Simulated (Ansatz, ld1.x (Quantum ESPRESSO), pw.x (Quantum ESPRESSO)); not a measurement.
# Equation-of-state test of one RRKJ potential (Ru (Z = 44))

ruthenium (Ru), norm-conserving RRKJ (Kleinman–Bylander form), made with ld1.x (Quantum ESPRESSO) 7.5 (PBE, scalar-relativistic). Core [Kr], reference 4d7 5s1 5p0. Waves: 5s (bound): rc 3.00 bohr; 4d (bound): rc 1.20 bohr; 5p (bound, empty): rc 3.40 bohr. Local part: the p channel. Core correction: Bessel-smoothed model core inside 0.90 bohr. rho0 = 0.001.

Atomic tests: cutoffs needed: 90 Ry and 140 Ry (the cutoffs (Ry, on a coarse ladder) from which the occupation-weighted sum of valence levels, in a spherical-Bessel basis at the reference potential, stays within 10 and 1 mRy of its value at 400 Ry); ghost test: no extra level below or beside the all-electron valence levels (s, d, p, f tested) (spherical-Bessel basis up to 400 Ry, 20 bohr box); configuration tests: 1 of 7 tests not solved or not reliable.

Crystal test: fcc Ru in pw.x 7.5, no spin, 15³ k-points, Fermi–Dirac smearing 0.01 Ry, cutoffs 170/680 Ry. The reference is all-electron LAPW (Ansatz 0.2.0) with the same functional, mesh and smearing; V0 and B0 come from Birch–Murnaghan fits to the pressures at five volumes. Errors are pseudo minus all-electron; Δ is the rms difference of the E(V) curves that follow from these fits, minima aligned, over ±6 % about the mean V0. Mesh and smearing are coarse, so the numbers serve the comparison and aren't converged zero-temperature values; the lattice is a test structure that the element need not adopt.

```csv
V (Å³/atom),P all-electron (GPa),P pseudo (GPa)
13.123,18.67,74.35
13.469,9.10,59.05
13.814,0.83,45.74
14.159,-6.32,34.17
14.505,-12.49,24.09
```

All-electron: a0 = 3.812 Å (V0 = 13.85 Å³/atom), B0 = 303.1 GPa.

Pseudopotential: mean pressure error (GPa): +45.52. The pressure does not cross zero within the volumes sampled, so no fit is given. The largest radius (3.40 bohr) exceeds half the bond length (2.54 bohr), so the spheres overlap, which is one possible source of error among others. This is a poor potential for the solid. Atomic configuration tests: 1 of 7 tests not solved or not reliable.

Question: At the middle volume, how do free energy and pressure move when the wave cutoff is lowered (ecutrho kept at four times it)?

Answer:

```csv
cutoff (Ry),shift of F (meV/atom),shift of P (GPa)
76,+234.9,-3.70
102,+55.0,-3.29
136,+2.4,+0.14
```

The run at the middle volume (120 k-points, 7 iterations) took about 52 s on one core of a shared host (Neoverse-V1, 32 threads, 247 GiB, load 16).
